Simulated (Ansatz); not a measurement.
How far is this LiF from the hull?

These are results of DFT PBE, scalar-relativistic, plane waves, PAW in Ansatz 0.2.0, not measurements. All cells share a 420 eV cutoff and Γ-centred k meshes spaced at most about 0.3 Å⁻¹ (2π included). No spin polarisation.

Formation energies are uncorrected and refer to the elements' standard structures at the same level (F₂ as a molecule).

Temperature and zero-point effects are left out.

The competitors are the elements and 1 reference phase of this chemical system (from databases or known types: LiF), relaxed at the same level; other known phases may be missing.

The candidate was reached from: 4-connected net, two elements alternating.

```xyz
2
Lattice="0.0000 2.1818 2.1818 2.1818 0.0000 2.1818 2.1818 2.1818 0.0000" Properties=species:S:1:pos:R:3 pbc="T T T"
Li    1.0909    1.0909    1.0909
F     2.1818    2.1818    2.1818
```

**Question.** Is it stable, and against what?

**Answer.** Not the lowest form: another structure of the same formula lies lower. Its formation energy is -2.942 eV/atom. The lowest competing phase at this composition is this:

```tsv
phase	space group	source	share of atoms	ΔE_f (eV/atom)
LiF	P6_3mc (No. 186)	Materials Project	1.0000	-2.953
```

The candidate lies 11 meV/atom above this phase. The candidate matches no cell in the subsets of the Crystallography Open Database and the Materials Project at hand. Such a margin is small enough for a metastable phase. Checks: no imaginary mode on a 4×4×4 q mesh. The Crystallography Open Database lists this formula in another space group (No. 225). It has the zinc blende type.
